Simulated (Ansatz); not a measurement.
# How SiC answers to pressure

```cif
data_structure
_symmetry_space_group_name_H-M 'P 1'
_symmetry_Int_Tables_number 1
_cell_length_a 3.0760
_cell_length_b 3.0760
_cell_length_c 5.0480
_cell_angle_alpha 90.000
_cell_angle_beta 90.000
_cell_angle_gamma 120.000
_cell_volume 41.36
loop_
_atom_site_label
_atom_site_type_symbol
_atom_site_fract_x
_atom_site_fract_y
_atom_site_fract_z
_atom_site_occupancy
Si1 Si 0.33333 0.66667 0.00000 1
Si2 Si 0.66667 0.33333 0.50000 1
C1 C 0.33333 0.66667 0.38500 1
C2 C 0.66667 0.33333 0.88500 1
```

The runs use the primitive cell with vectors (3.076, 0.000, 0.000), (-1.538, 2.664, 0.000), (0.000, 0.000, 5.048) Å, to which the k mesh refers.

The cell comes from COD entry 9008875, which wasn't checked; take it as a given geometry.

Level of theory: DFT, PBEsol, all-electron LAPW, scalar-relativistic (Ansatz 0.2.0).

Sampling and basis: a Γ-centred 15×15×8 k mesh, Fermi–Dirac smearing of 0.08 eV, basis error target 1 meV/atom, no spin polarisation.

The cell is scaled evenly with fractional coordinates held. Semilocal gaps are too small, but their slopes carry over better.

```json
{"V/V(cell)": "0.9600", "P (GPa)": "10.03", "gap on the k mesh (eV)": "2.095"}
{"V/V(cell)": "0.9800", "P (GPa)": "4.88", "gap on the k mesh (eV)": "2.134"}
{"V/V(cell)": "0.9900", "P (GPa)": "2.49", "gap on the k mesh (eV)": "2.152"}
{"V/V(cell)": "1.0000", "P (GPa)": "0.21", "gap on the k mesh (eV)": "2.171"}
{"V/V(cell)": "1.0100", "P (GPa)": "-1.96", "gap on the k mesh (eV)": "2.188"}
{"V/V(cell)": "1.0200", "P (GPa)": "-4.03", "gap on the k mesh (eV)": "2.206"}
{"V/V(cell)": "1.0400", "P (GPa)": "-7.87", "gap on the k mesh (eV)": "2.240"}
{"V/V(cell)": "1.0600", "P (GPa)": "-11.35", "gap on the k mesh (eV)": "2.273"}
```

Question: From the rows at 0.9900 and 1.0100, what is the bulk modulus at the cell's volume?

Answer: B = −ΔP/Δln V = −[(-1.96) − (2.49)]/0.02000 = 222.5 GPa.

Question: What are the gap's volume deformation potential and pressure coefficient?

Answer: dEg/dln V = (2.188 − 2.152)/0.02000 = 1.80 eV, and dEg/dP = −(dEg/dln V)/B = -8.1 meV/GPa: pressure narrows the gap.

Question: Predict the row at V/V(cell) = 0.9400. How far is a linear estimate of P off?

Answer: P = 15.71 GPa, gap 2.055 eV. The linear estimate P(cell) − B ln(V/V(cell)) = 13.98 GPa misses by 1.73 GPa, since the modulus grows under compression.
